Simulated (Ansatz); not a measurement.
Set up this calculation in Ansatz 0.2.0, as the native input.

* Task: single point
* Functional: PBE
* Potentials or basis: Ansatz PAW
* Cutoff: 420 eV (not typed: the program's choice for these potentials)
* k mesh: 10 × 10 × 5
* Occupations: fermi-dirac, width 0.05 eV
* Spin: no spin polarisation

The system is CuO.

```
CELL_PARAMETERS angstrom
2.30558 -1.72961 0.07281
2.31576 1.74354 0.04815
-0.70809 -0.03897 5.12907
ATOMIC_POSITIONS crystal
Cu 0.01425 0.47965 0.06043
Cu 0.47088 0.15407 0.47412
O 0.56927 0.29603 0.26394
O 0.44560 0.57025 0.70150
```

The cell isn't the ideal one: all atoms moved at random, sigma 0.25 Å a component, cell strained at random, sigma 0.03.

One way to write it, as run:

input.yaml

```yaml
crystal:
  lattice:
    - [2.30557528, -1.72961264, 0.07280659]
    - [2.31575566, 1.7435441, 0.04814864]
    - [-0.70809278, -0.03896755, 5.12906913]
  atoms:
    - { symbol: Cu, position: [0.01425322, 0.47964541, 0.06043223] }
    - { symbol: Cu, position: [0.47087971, 0.15406821, 0.47412017] }
    - { symbol: O, position: [0.56926815, 0.29603286, 0.26394272] }
    - { symbol: O, position: [0.44559892, 0.57025351, 0.70150487] }
hamiltonian:
  xc: pbe
  pseudopotentials: { kind: paw }
kpoints:
  mp_grid: { grid: [10, 10, 5] }
scf:
  occupations: { method: fermi_dirac, width: 0.05 }
output:
  forces: true
  stress: true
  eigenvalues: true
```

Potentials or basis: Ansatz PAW.

Run with:

```sh
$ ansatz run input.yaml --threads 2 --pin off --max-ram 5632MiB --backend cpu --events-out ev --progress --plain --runs-dir out
```

Results of the run:

```yaml
Pressure: 97.2 GPa
Largest_force: 42.017 eV/Å
Band_gap_on_the_k_mesh: none (metal or under the smearing width)
```

Caveat: the cell as given lies far from equilibrium; so large a pressure means that the cell lies far from this level's equilibrium, or that cutoff or potentials fall short; the pressure holds a Pulay correction of +0.9 GPa for the finite cutoff; the run has no spin polarisation, though such a crystal can be magnetic; semilocal functionals often make such compounds metallic where correlation or magnetic order opens a gap, which also shifts bond lengths; forces of over 1 eV/Å show positions far from the minimum, so gaps and moduli don't describe the material at rest.

It took 33 s on 2 threads of AMD EPYC (Zen 3), with other jobs on the host, peak memory 0.5 GiB.
